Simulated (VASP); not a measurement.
The system is Br.

```
Br
1.0
     3.36325   -2.32255    0.00000
     3.36325    2.32255    0.00000
     0.00000    0.00000    8.70230
Br
4
Direct
  0.36510 0.63490 0.39010
  0.13490 0.86510 0.89010
  0.63490 0.36510 0.60990
  0.86510 0.13490 0.10990
```

Base run:

```yaml
Program: VASP 6.6.1
Functional: PBEsol
Potentials_or_basis: VASP PAW PBE potentials, release 64 (Br)
Cutoff: 520 eV
k_mesh: 8 × 8 × 4
Occupations: gaussian, width 0.02 eV
Spin: no spin polarisation
```

Its results: band gap on the k mesh 1.81 eV, indirect (least direct gap 1.86 eV); pressure 0.2 GPa; largest force 0.750 eV/Å.

Question: The run is repeated on the same cell with these changes: functional from PBEsol to LDA; potentials or basis from VASP PAW PBE potentials, release 64 (Br) to VASP PAW LDA potentials, release 64 (Br). What comes out?

Answer: Band gap on the k mesh 1.73 eV, indirect (least direct gap 1.77 eV); pressure -1.2 GPa; largest force 0.729 eV/Å.

Caveats: the PAW data sets were made with another functional, which shifts forces and pressure a little (some runs).

Not every run made on this cell is shown here.
